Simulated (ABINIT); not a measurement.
Crystal: PbS.

```xyz
2
Lattice="3.6537 0.0000 0.0000 0.0000 3.6537 0.0000 0.0000 0.0000 3.6537" Properties=species:S:1:pos:R:3 pbc="T T T"
Pb    0.0000    0.0000    0.0000
S     1.8268    1.8268    1.8268
```

Measurements of this composition are mostly on another form, of space group No. 225.

Base run:

- Program: ABINIT 10.8.3 (patched build)
- Functional: AM05
- Potentials or basis: JTH PAW PBE v2.0
- Cutoff: 707 eV
- k mesh: 7 × 7 × 7
- Occupations: fermi-dirac, width 0.05 eV
- Spin: no spin polarisation

Its results: pressure -3.2 GPa.

Question: The run is repeated on the same cell with these changes: functional from AM05 to revPBE. What comes out?

Answer: Pressure 1.2 GPa.

revPBE binds less tightly than AM05, so the same cell stands under more pressure.

Caveats: the PAW data sets were made with another functional, which shifts forces and pressure a little.
